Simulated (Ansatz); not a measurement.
# GaAs under pressure: fit and missing row

GaAs, F-43m, a = 5.746 Å. Ansatz: PBE, PAW, 420 eV, Γ-centred 10×10×10 mesh on 2 atoms, Gaussian smearing 0.01 eV; no spin polarisation. Cell and atoms are relaxed at each pressure, and no other structure is tried; the real crystal is known to change phase within this range, so the rows at high pressure are metastable.

```tsv
V (Å³/atom)	P (GPa)
17.267	39.93
19.322	20.01
20.955	10.02
22.103	5.02
?	2.00
23.713	-0.03
24.589	-2.01
```

Q: Take V0 = 23.713 Å³/atom, count pressures from its P0 = -0.03 GPa, fit the third-order Birch–Murnaghan form to the other rows, and predict the missing volume.

A: With the Eulerian strain f = ½[(V0/V)^(2/3) − 1] and y = (P − P0)/[3f(1 + 2f)^(5/2)], the form is the line y = B0 + 1.5 B0 (B0′ − 4) f. Rows (f, y): 0.11776, 66.7; 0.07314, 64.9; 0.04296, 63.5; 0.02399, 62.4; -0.01195, 58.7. Means f = 0.04918, y = 63.240; Σ(Δf)² = 0.009687, ΣΔfΔy = 0.5741; the slope is their ratio. y = 60.33 + 59.27 f GPa, so B0 = 60.3 GPa and B0′ = 4 + 2 × (59.27)/(3 × 60.33) = 4.65. P = 2.00 GPa is met at f = 0.01054 (y = 60.95), so V = V0 (1 + 2f)^(−3/2) = 22.983 Å³/atom. The run gave 22.990 Å³/atom, so the fit is 0.007 Å³/atom too low, within the rms miss on the fitted rows (0.019 Å³/atom). With a term in f² added B0′ becomes 5.06, so this figure hangs on the form.

The mesh isn't the same in all rows (10×10×10, 12×12×12).